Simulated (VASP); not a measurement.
Here is a VASP 6.6.1 calculation.

File INCAR:

```
SYSTEM = Ag
ALGO = Normal
EDIFF = 1E-7
EDIFFG = -0.005
ENCUT = 600
GGA = PE
IBRION = 2
ISIF = 3
ISMEAR = 0
LASPH = .TRUE.
LCHARG = .FALSE.
LREAL = .FALSE.
LWAVE = .FALSE.
NELM = 100
NSW = 90
PREC = Accurate
SIGMA = 0.1
```

KPOINTS

```
k-points
0
G
  18 18 18
  0 0 0
```

File POSCAR:

```
Ag
1.0
    0.0000000000      2.0675000000      2.0675000000
    2.0675000000      0.0000000000      2.0675000000
    2.0675000000      2.0675000000      0.0000000000
Ag
1
Direct
    0.0000000000      0.0000000000      0.0000000000
```

Potentials or basis: VASP PAW PBE potentials, release 64 (Ag).

Launch:

```bash
$ cat potpaw_PBE.64/Ag/POTCAR > POTCAR
$ mpirun -np 1 vasp_std > vasp.out
```

Question: Predict the band gap on the k mesh.

Answer: None (metal or under the smearing width).

Question: What does it give for the relaxed cell?

Answer: a = 2.931 Å, b = 2.931 Å, c = 2.931 Å, α = 60.00°, β = 60.00°, γ = 60.00°.

Question: What does it give for the space group after relaxing (to 0.05 Å)?

Answer: Fm-3m (No. 225).

Final structure:
```yaml
crystal:
  lattice:
    - [0.00000, 2.07256, 2.07256]
    - [2.07256, 0.00000, 2.07256]
    - [2.07256, 2.07256, 0.00000]
  atoms:
    - { symbol: Ag, position: [0.00000, 0.00000, 0.00000] }
```

PBE usually gives volumes a little too large and moduli too small. Zero-point motion and thermal expansion aren't in these numbers.
